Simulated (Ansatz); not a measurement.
SiO₂: the gap under strain

SiO₂, P4_32_12, a = 4.948 Å, c = 6.878 Å. This isn't the usual stable structure of the compound. Ansatz: LDA, PAW, 420 eV, Γ-centred 6×6×4 mesh on 12 atoms, Gaussian smearing 0.02 eV; no spin polarisation. Series: equal strain along all axes, cell held, atoms relaxed; x is the strain in per cent. The gap is sought over the whole zone.

| x (%) | gap y (eV) |
| --- | --- |
| -3.0 | 5.711 |
| -1.5 | 5.630 |
| 0.0 | 5.548 |
| 1.5 | ? |
| 3.0 | 5.397 |

Problem. Fit y = E0 + c1 x + c2 x² to the other rows, give the deformation potential for this strain, and predict the missing gap.

Solution. Least squares on the rows shown. y = 5.5489 − 0.052430 x + 0.00058586 x². The deformation potential is 100 c1 = -5.24 eV per unit strain of each axis, or a third of that, -1.75 eV, as the usual dE_g/d ln V. At x = 1.5 the fit asked for gives 5.472 eV. The run gave 5.468 eV, so the fit is 0.004 eV too high, a small miss on the scale of the series.

Semilocal functionals give gaps under the measured ones; changes of the gap mostly carry over better.